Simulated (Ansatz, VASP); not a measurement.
**C in VASP and in Ansatz**

The input INCAR:

```
SYSTEM = C
  PREC = Accurate
  ENCUT = 520
  EDIFF = 1E-6
  ISMEAR = 0
  SIGMA = 0.05
  LREAL = .False.
  LASPH = .True.
  NELM = 100
  ALGO = Normal
  ISIF = 2
  LWAVE = .False.
  LCHARG = .False.
  GGA = PE
  NBANDS = 26
```

File KPOINTS:

```
Automatic mesh
0
Gamma
  12 12 4
  0 0 0
```

POSCAR

```
C
1.0
    2.3921175669      0.0000000000      0.0000000000
   -1.1960587834      2.0716345818      0.0000000000
    0.0000000000      0.0000000000      8.7198175910
C
8
Direct
    0.0000000000      0.0000000000      0.0929681641
    0.0000000000      0.0000000000      0.5929681641
    0.0000000000      0.0000000000      0.4070318359
    0.0000000000      0.0000000000      0.9070318359
    0.3333333333      0.6666666667      0.1555285626
    0.6666666667      0.3333333333      0.6555285626
    0.3333333333      0.6666666667      0.3444714374
    0.6666666667      0.3333333333      0.8444714374
```

Input for Ansatz:

```yaml
crystal:
  lattice:
    - [2.3921175669, 0.0, 0.0]
    - [-1.1960587834, 2.0716345818, 0.0]
    - [0.0, 0.0, 8.719817591]
  atoms:
    - { symbol: C, position: [0.0, 0.0, 0.0929681641] }
    - { symbol: C, position: [0.0, 0.0, 0.5929681641] }
    - { symbol: C, position: [0.0, 0.0, 0.4070318359] }
    - { symbol: C, position: [0.0, 0.0, 0.9070318359] }
    - { symbol: C, position: [0.3333333333, 0.6666666667, 0.1555285626] }
    - { symbol: C, position: [0.6666666667, 0.3333333333, 0.6555285626] }
    - { symbol: C, position: [0.3333333333, 0.6666666667, 0.3444714374] }
    - { symbol: C, position: [0.6666666667, 0.3333333333, 0.8444714374] }
basis:
  ecutwfc: 420
kpoints:
  mp_grid: { grid: [12, 12, 4] }
hamiltonian:
  xc: pbe
scf:
  occupations: { method: gaussian, width: 0.05 }
output:
  forces: true
  stress: true
  eigenvalues: true
```

Change from the starting cell: strain -0.050 along x and y, +0.050 along z, atoms carried along.

Alike in both runs: task single point; functional PBE; k mesh 12 × 12 × 4; occupations gaussian, width 0.05 eV; no spin polarisation.

|  | VASP | Ansatz |
| --- | --- | --- |
| version | VASP 6.6.1 | Ansatz 0.2.0 |
| potentials or method | VASP PAW PBE potentials, release 64 (C) | scalar-relativistic, plane waves, PAW |
| plane-wave cutoff (eV) | 520 | 420 |
| valence electrons in the cell | 32 | 32 |

Ansatz gave:

```
gap on the k mesh at the Fermi level (eV)       : 2.80
least direct gap on the mesh (eV)               : 2.80
pressure (GPa)                                  : 31.5
largest component of the traceless stress (GPa) : 84.48
rms of the force components (eV/Å)              : 0.030
```

Question: Estimate VASP's values.

Answer: gap on the k mesh at the Fermi level (eV): 2.79; least direct gap on the mesh (eV): 2.79; pressure (GPa): 32.5; largest component of the traceless stress (GPa): 84.99; rms of the force components (eV/Å): 0.041.

Atom by atom the forces differ by 0.018 eV/Å (rms over components).

Caveats: so large a pressure means that the cell lies far from this level's equilibrium, or that cutoff or potentials fall short (VASP).
